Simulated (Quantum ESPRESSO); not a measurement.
Something may be wrong with this Quantum ESPRESSO 7.5 calculation of CdF2.

File run.py:

```python
import numpy as np
from ase.calculators.espresso import Espresso, EspressoProfile
from ase.io import read

atoms = read('CdF2.xyz')

input_data = {
    'control': {'calculation': 'scf', 'prefix': 'pwscf', 'outdir': './tmp', 'tprnfor': True, 'tstress': True, 'disk_io': 'low', 'nstep': 30},
    'system': {'ecutwfc': 11.0, 'ecutrho': 90.0, 'nbnd': 36, 'input_dft': 'pw91', 'occupations': 'smearing', 'smearing': 'gaussian', 'degauss': 0.00734986},
    'electrons': {'conv_thr': 1.2e-09, 'electron_maxstep': 80, 'mixing_beta': 0.5},
}
pseudopotentials = {'F': 'f_lda_v1.4.uspp.F.UPF', 'Cd': 'cd_lda_v1.uspp.F.UPF'}
profile = EspressoProfile(command='pw.x', pseudo_dir='pseudo')
dft = Espresso(profile=profile, input_data=input_data, pseudopotentials=pseudopotentials, kpts=(4, 4, 4), koffset=(0, 0, 0))
atoms.calc = dft

from ase.optimize import LBFGS
from ase.filters import FrechetCellFilter
done = LBFGS(FrechetCellFilter(atoms), trajectory='opt.traj').run(fmax=0.02, steps=30)
print('converged', done)
print('cell (A)', np.round(atoms.cell.cellpar(), 5))
print(f'energy {atoms.get_potential_energy():.8f} eV')
print('forces (eV/A)')
print(np.round(atoms.get_forces(), 6))
print('stress (eV/A^3, Voigt)')
print(np.round(atoms.get_stress(), 8))
print(f'Fermi level {dft.get_fermi_level():.4f} eV')
```

File CdF2.xyz:

```xyz
6
Lattice="0.0000000000 3.5658331300 3.5658331300 3.5658331300 0.0000000000 3.5658331300 3.5658331300 3.5658331300 0.0000000000" Properties=species:S:1:pos:R:3 pbc="T T T"
Cd     0.0000000000      0.0000000000      0.0000000000
Cd     1.7829165650      1.7829165650      1.7829165650
F      4.4572914125      4.4572914125      4.4572914125
F      4.4572914125      2.6743748475      2.6743748475
F      2.6743748475      2.6743748475      4.4572914125
F      2.6743748475      4.4572914125      2.6743748475
```

Potentials or basis: GBRV 1.5 LDA.

Launch:

```sh
$ OMP_NUM_THREADS=1 python run.py
```

Output:

```text
Step          Energy          fmax
LBFGS:    0    -5378.384620      163.713606
LBFGS:    1    -5394.944583      159.109114
LBFGS:    2    -5389.780998      159.358163
LBFGS:    3    -5394.944583      159.109114
LBFGS:    4    -5378.384620      163.713606
LBFGS:    5    -5394.944583      159.109114
LBFGS:    6    -5389.780998      159.358163
LBFGS:    7    -5394.944583      159.109114
LBFGS:    8    -5378.384620      163.713606
LBFGS:    9    -5394.944583      159.109114
LBFGS:   10    -5389.780998      159.358163
LBFGS:   11    -5394.944583      159.109114
LBFGS:   12    -5378.384620      163.713606
LBFGS:   13    -5394.944583      159.109114
LBFGS:   14    -5389.780998      159.358163
LBFGS:   15    -5394.944583      159.109114
LBFGS:   16    -5378.384620      163.713606
LBFGS:   17    -5394.944583      159.109114
LBFGS:   18    -5389.780998      159.358163
LBFGS:   19    -5394.944583      159.109114
LBFGS:   20    -5378.384620      163.713606
LBFGS:   21    -5394.944583      159.109114
LBFGS:   22    -5389.780998      159.358163
LBFGS:   23    -5394.944583      159.109114
LBFGS:   24    -5378.384620      163.713606
LBFGS:   25    -5394.944583      159.109114
LBFGS:   26    -5389.780998      159.358163
LBFGS:   27    -5394.944583      159.109114
LBFGS:   28    -5378.384620      163.713606
LBFGS:   29    -5394.944583      159.109114
LBFGS:   30    -5389.780998      159.358163
converged False
cell (A) [ 4.71762  4.71762  4.71762 60.      60.      60.     ]
energy -5389.78099844 eV
forces (eV/A)
[[ 0. -0.  0.]
 [ 0.  0. -0.]
 [ 0.  0. -0.]
 [ 0. -0. -0.]
 [-0. -0.  0.]
 [-0.  0. -0.]]
stress (eV/A^3, Voigt)
[12.87868194 12.87868194 12.87868194 -0.         -0.         -0.        ]
Fermi level 7.5467 eV
```

espresso.pwo:

```text
[... 323 lines left out ...]
```

**Question.** How did it end, and where is the flaw?

**Answer.** The calculation stopped without meeting its thresholds. The input holds a flaw that was put in on purpose: cutoff far too low (ecut_scale = 0.25).
